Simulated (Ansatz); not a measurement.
# Ca: equation of state

Aim: scale the cell of Ca up and down at fixed shape and fractional positions, and get the equilibrium volume and bulk modulus with LAPW, PAW and all-electron datasets made for the crystal.

This is Ca in the bcc structure; at room conditions it is fcc.

Method: DFT PBE, scalar-relativistic, in Ansatz 0.2.0.

1 further run of the same task is left out (set aside as unsound or not needed).

### 1 The starting structure

The structure is cubic, space group Im-3m (No. 229). Conventional cell: a = 4.381 Å, b = 4.381 Å, c = 4.381 Å, α = 90.00°, β = 90.00°, γ = 90.00°. Ca (site symmetry m-3m) has 8 Ca at 3.79 Å as nearest neighbours.

Structure file:

```xyz
1
Lattice="-2.1904 2.1904 2.1904 2.1904 -2.1904 2.1904 2.1904 2.1904 -2.1904" Properties=species:S:1:pos:R:3 pbc="T T T"
Ca    0.0000    0.0000    0.0000
```

The structure (bcc type) was typed from a prototype and relaxed by PAW; whether it is the ground state wasn't tested.

### 2 Volume × 0.9405, LAPW

Input file input.yaml:

```yaml
crystal:
  lattice:
    - [-2.1460735952, 2.1460735952, 2.1460735952]
    - [2.1460735952, -2.1460735952, 2.1460735952]
    - [2.1460735952, 2.1460735952, -2.1460735952]
  atoms:
    - { symbol: Ca, position: [0.0, 0.0, 0.0] }
kpoints:
  mp_grid: { grid: [13, 13, 13] }
scf:
  occupations: { method: fermi_dirac, width: 0.08 }
hamiltonian:
  xc: pbe
  pseudopotentials: { kind: all_electron, lapw: { basis_error: 0.001 } }
output:
  forces: true
  stress: true
  eigenvalues: true
```

### 3 Volume × 0.9405, PAW

input.yaml, as its differences from that of step 2:

```diff
@@ -13,3 +13,3 @@
   xc: pbe
-  pseudopotentials: { kind: all_electron, lapw: { basis_error: 0.001 } }
+  pseudopotentials: { kind: paw }
 output:
@@ -18 +18,2 @@
   eigenvalues: true
+  efg: { contact_densities: true }
```

### 4 Volume × 0.9405, crystal datasets

input.yaml, as its differences from that of step 3:

```diff
@@ -13,3 +13,3 @@
   xc: pbe
-  pseudopotentials: { kind: paw }
+  pseudopotentials: { kind: all_electron, datasets: crystal }
 output:
```

### 5 Volume × 0.97, LAPW

Input file input.yaml:

```yaml
crystal:
  lattice:
    - [-2.1682811249, 2.1682811249, 2.1682811249]
    - [2.1682811249, -2.1682811249, 2.1682811249]
    - [2.1682811249, 2.1682811249, -2.1682811249]
  atoms:
    - { symbol: Ca, position: [0.0, 0.0, 0.0] }
kpoints:
  mp_grid: { grid: [13, 13, 13] }
scf:
  occupations: { method: fermi_dirac, width: 0.08 }
hamiltonian:
  xc: pbe
  pseudopotentials: { kind: all_electron, lapw: { basis_error: 0.001 } }
output:
  forces: true
  stress: true
  eigenvalues: true
```

### 6 Volume × 0.97, PAW

input.yaml, as its differences from that of step 5:

```diff
@@ -13,3 +13,3 @@
   xc: pbe
-  pseudopotentials: { kind: all_electron, lapw: { basis_error: 0.001 } }
+  pseudopotentials: { kind: paw }
 output:
@@ -18 +18,2 @@
   eigenvalues: true
+  efg: { contact_densities: true }
```

### 7 Volume × 1.03, LAPW

Input file input.yaml:

```yaml
crystal:
  lattice:
    - [-2.2120965889, 2.2120965889, 2.2120965889]
    - [2.2120965889, -2.2120965889, 2.2120965889]
    - [2.2120965889, 2.2120965889, -2.2120965889]
  atoms:
    - { symbol: Ca, position: [0.0, 0.0, 0.0] }
kpoints:
  mp_grid: { grid: [13, 13, 13] }
scf:
  occupations: { method: fermi_dirac, width: 0.08 }
hamiltonian:
  xc: pbe
  pseudopotentials: { kind: all_electron, lapw: { basis_error: 0.001 } }
output:
  forces: true
  stress: true
  eigenvalues: true
```

### 8 Volume × 1.03, PAW

input.yaml, as its differences from that of step 7:

```diff
@@ -13,3 +13,3 @@
   xc: pbe
-  pseudopotentials: { kind: all_electron, lapw: { basis_error: 0.001 } }
+  pseudopotentials: { kind: paw }
 output:
@@ -18 +18,2 @@
   eigenvalues: true
+  efg: { contact_densities: true }
```

### 9 Volume × 1.06, LAPW

Input file input.yaml:

```yaml
crystal:
  lattice:
    - [-2.2333680534, 2.2333680534, 2.2333680534]
    - [2.2333680534, -2.2333680534, 2.2333680534]
    - [2.2333680534, 2.2333680534, -2.2333680534]
  atoms:
    - { symbol: Ca, position: [0.0, 0.0, 0.0] }
kpoints:
  mp_grid: { grid: [13, 13, 13] }
scf:
  occupations: { method: fermi_dirac, width: 0.08 }
hamiltonian:
  xc: pbe
  pseudopotentials: { kind: all_electron, lapw: { basis_error: 0.001 } }
output:
  forces: true
  stress: true
  eigenvalues: true
```

### 10 Volume × 1.06, PAW

input.yaml, as its differences from that of step 9:

```diff
@@ -13,3 +13,3 @@
   xc: pbe
-  pseudopotentials: { kind: all_electron, lapw: { basis_error: 0.001 } }
+  pseudopotentials: { kind: paw }
 output:
@@ -18 +18,2 @@
   eigenvalues: true
+  efg: { contact_densities: true }
```

### 11 Volume × 1.06, crystal datasets

input.yaml, as its differences from that of step 10:

```diff
@@ -13,3 +13,3 @@
   xc: pbe
-  pseudopotentials: { kind: paw }
+  pseudopotentials: { kind: all_electron, datasets: crystal }
 output:
```

(Steps that only read results are left out.)

What does the calculation give? Wanted: equilibrium volume; bulk modulus (for each run or level that gives them).

The runs gave:

| quantity | value |
| --- | --- |
| equilibrium volume (LAPW) | 42.157 Å³/atom |
| bulk modulus (LAPW) | 16.8 GPa |
| its pressure derivative (LAPW) | 2.9 |
| equilibrium volume (PAW) | 42.153 Å³/atom |
| bulk modulus (PAW) | 16.8 GPa |
| its pressure derivative (PAW) | 2.9 |

In words: A third-order Birch-Murnaghan fit to the LAPW pressures puts zero pressure at 42.16 Å³/atom, +0.3 % from the given cell, with a bulk modulus of 16.8 GPa. PAW's volume lies less than 0.01 % and its modulus less than 0.1 % from LAPW's. No thermal or zero-point expansion is included.
